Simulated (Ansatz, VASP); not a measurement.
Two plane-wave programs on Se

```
Se
1.0
     4.86816    0.00000    0.00000
     0.00000    7.90933    0.00000
     0.00000    0.00000    2.74020
Se
4
Cartesian
  3.2815 3.1720 0.7230
  4.0207 7.1267 2.0172
  1.5866 4.7373 0.7230
  0.8475 0.7827 2.0172
```

This isn't the form of Se at room conditions, which is trigonal, of chains.

Alike in both runs: task single point; functional PBEsol; k mesh 4 × 2 × 6; occupations gaussian, width 0.1 eV; no spin polarisation.

|  | VASP | Ansatz |
| --- | --- | --- |
| version | VASP 6.6.1 | Ansatz 0.2.0 |
| potentials or method | VASP PAW PBE potentials, release 64 (Se) | scalar-relativistic, plane waves, PAW |
| plane-wave cutoff (eV) | 520 | 420 |
| valence electrons in the cell | 24 | 64 |

Ansatz gave:

```
gap on the k mesh at the Fermi level (eV)       : none
pressure (GPa)                                  : -1.0
largest component of the traceless stress (GPa) : 5.86
rms of the force components (eV/Å)              : 0.373
```

Q: Estimate VASP's values.

A: gap on the k mesh at the Fermi level (eV): none; pressure (GPa): -0.8; largest component of the traceless stress (GPa): 5.81; rms of the force components (eV/Å): 0.346.

Atom by atom the forces differ by 0.027 eV/Å (rms over components). A gap of «none» marks a metal or a gap that the smearing closes. The two sets of potentials don't hold the same shells in valence.

Caveats: the k mesh is coarse (spacing up to 0.40 Å⁻¹), so the values aren't converged; the PAW data sets were made with another functional, which shifts forces and pressure a little (VASP).
